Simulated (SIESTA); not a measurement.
The system is MnO2.

```
Mn O
1.0
     2.43025   -1.48979    0.00000
     2.43025    1.48979    0.00000
    -0.00239    0.00000    3.42716
Mn O
1 2
Direct
  0.00000 0.00000 0.00000
  0.68790 0.68790 0.28890
  0.31210 0.31210 0.71110
```

The cell comes from a database or a generator and needn't be the stable form of this composition.

- Program: SIESTA 5.4.2
- Task: relaxation of cell and atoms
- Functional: PBE
- Potentials or basis: PseudoDojo 0.4 standard (PBE files)
- Basis: DZP (energy shift 0.002 Ry)
- Grid cutoff: 800 Ry
- Energy shift: 0.002 Ry
- k mesh: 8 × 8 × 6
- Occupations: fermi-dirac, width 0.05 eV
- Spin: collinear spin, random start
- Starting moments: [0.82, 0.0, 0.0] μB
- Hubbard terms: Mn d U = 3 eV

At the start: pressure 35.7 GPa; volume 8.27 Å³/atom.

**Question.** Where does the relaxation end?

**Answer.** Over 19 steps the energy falls by 453.5 meV/atom and the volume is 11.56 Å³/atom (+39.8 %); space group C2/m (No. 12, to 0.05 Å); moment 3.00 μB per cell.

Step by step:
```tsv
step	energy change (eV)	largest force (eV/Å)	pressure (GPa)	volume (Å³)
1	0.0000	2.8975	35.71	24.82
2	-0.3824	2.1417	25.99	25.48
3	-0.9188	0.4570	11.03	27.53
4	-0.9756	0.5579	7.93	28.21
5	-1.0803	0.5547	1.26	29.90
6	-1.1484	0.2774	-3.15	31.36
7	-1.1916	0.1115	-5.36	32.43
8	-1.2299	0.3393	-5.97	33.17
9	-1.2807	0.5430	-5.05	33.76
10	-1.3261	0.5363	-2.16	33.96
11	-1.3473	0.2839	0.21	33.80
12	-1.3537	0.0725	1.07	33.64
13	-1.3552	0.0287	0.78	33.66
14	-1.3569	0.0586	0.19	33.78
15	-1.3584	0.0884	-0.27	34.01
16	-1.3598	0.0843	-0.46	34.36
17	-1.3604	0.0398	-0.23	34.57
18	-1.3606	0.0090	0.00	34.65
19	-1.3606	0.0062	0.05	34.68
```

Final structure:
```
CELL_PARAMETERS angstrom
2.52428 -1.45863 -0.02110
2.52428 1.45863 -0.02110
-0.04613 0.00000 4.71017
ATOMIC_POSITIONS crystal
Mn 0.00000 0.00000 0.00000
O 0.67018 0.67018 0.20627
O 0.32982 0.32982 0.79373
```

Caveat: semicore shells carry a single zeta, which can move pressures by several GPa and volumes by a few percent; the electronic state changed during the relaxation; the volume moved by over 15 % at a fixed basis, so the end points are rough; the basis of atomic orbitals isn't converged, which shifts pressures, moduli and gaps; a cell with one magnetic atom can't hold antiferromagnetic order, which such compounds often take.
